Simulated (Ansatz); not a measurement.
How stiff is this cell of ZnSe?

Cell: an entry of the Crystallography Open Database (COD), whose atoms a relaxation with PBE at fixed cell left in place.

```yaml
crystal:
  lattice:
    - [0.00000, 2.83380, 2.83380]
    - [2.83380, 0.00000, 2.83380]
    - [2.83380, 2.83380, 0.00000]
  atoms:
    - { symbol: Zn, position: [0.00000, 0.00000, 0.00000] }
    - { symbol: Se, position: [0.25000, 0.25000, 0.25000] }
```

Atoms are numbered from 1 in the order listed; like atoms form one site, named after its first atom.

All values are calculated (Ansatz; DFT, PBE, plane waves and PAW, scalar-relativistic, 420 eV cutoff, Γ-centred 13×13×13 k-points, Fermi–Dirac smearing 0.02 eV), not measured.

The cell is stretched along z (the third Cartesian axis of the run's cell), x and y held, and the ions relax again each time. Tension counts as positive.

| strain along z (%) | stress along z (GPa) | stress along x (GPa) | gap on the k-mesh (eV) |
| --- | --- | --- | --- |
| -3 | ? | ? | ? |
| -2 | -3.9 | -3.3 | 1.32 |
| -1 | -3.0 | -2.7 | 1.30 |
| 0 | -2.1 | -2.1 | 1.29 |
| +1 | -1.2 | -1.6 | 1.24 |
| +2 | -0.4 | -1.1 | 1.18 |
| +3 | 0.5 | -0.6 | 1.13 |

Task: Estimate the row at -3 % from the others.

Result: stress along z (GPa): -4.9; stress along x (GPa): -3.9; gap on the k-mesh (eV): 1.34. Worked: parabolas through the other 6 rows give -4.9 and -3.9 GPa at -3 %. Their slopes at zero strain are 89 GPa (C₁₁) and 55 GPa (C₁₂). They hold at this cell, where the calculated pressure is 2.1 GPa. The gap follows one line under compression (-16 meV per per cent of strain) and another under tension (-53), as when strain splits band edges that were equal; the line on its own side gives 1.34 eV for the withheld row.

PBE gaps are too small, by a third to a half in many semiconductors; their changes with strain are better.

All values belong to this cell and structure model.
